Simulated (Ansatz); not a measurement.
The system is Te.

```
CELL_PARAMETERS angstrom
2.30590 1.33131 1.69095
-2.30590 1.33131 1.69095
0.00000 -2.66263 1.69095
ATOMIC_POSITIONS crystal
Te 0.50000 0.50000 0.50000
```

This isn't the form of Te at room conditions, which is trigonal, of chains.

| Property | Result |
| --- | --- |
| Program | Ansatz 0.2.0 |
| Task | relaxation of cell and atoms |
| Functional | PBEsol |
| Dispersion | D3(BJ)-ATM |
| Potentials or basis | Ansatz PAW |
| Cutoff | 420 eV (not typed: the program's choice for these potentials) |
| k mesh | 9 × 9 × 9 |
| Occupations | fermi-dirac, width 0.05 eV |
| Spin | no spin polarisation |

At the start: volume 31.15 Å³/atom.

**Question.** How do energy, volume and symmetry change on relaxing?

**Answer.** It ends after 8 steps and the volume is 29.78 Å³/atom (-4.4 %); space group R-3m (No. 166, to 0.05 Å).

The path:
| step | energy change (eV) | largest force (eV/Å) | volume (Å³) |
| --- | --- | --- | --- |
| 1 | 0.0000 | 0.0000 | 31.15 |
| 2 | -0.0059 | 0.0000 | 29.42 |
| 3 | -0.0084 | 0.0000 | 30.01 |
| 4 | -0.0088 | 0.0000 | 29.97 |
| 5 | -0.0093 | 0.0000 | 29.70 |
| 6 | -0.0094 | 0.0000 | 29.76 |
| 7 | -0.0094 | 0.0000 | 29.78 |
| 8 | -0.0092 | 0.0000 | 29.78 |

Final structure:
```cif
data_structure
_symmetry_space_group_name_H-M 'P 1'
_symmetry_Int_Tables_number 1
_cell_length_a 3.1140
_cell_length_b 3.1140
_cell_length_c 3.1140
_cell_angle_alpha 95.343
_cell_angle_beta 95.343
_cell_angle_gamma 95.343
_cell_volume 29.78
loop_
_atom_site_label
_atom_site_type_symbol
_atom_site_fract_x
_atom_site_fract_y
_atom_site_fract_z
_atom_site_occupancy
Te1 Te 0.50000 0.50000 0.50000 1
```

Caveat: the plane-wave basis is chosen anew once the cell has moved, so the energies of steps on either side of that aren't comparable; pairwise dispersion overbinds metals, which lowers pressure and volume; the PAW data sets come from PBE, with cores solved anew for the run's functional, which leaves a small shift of forces and pressure.
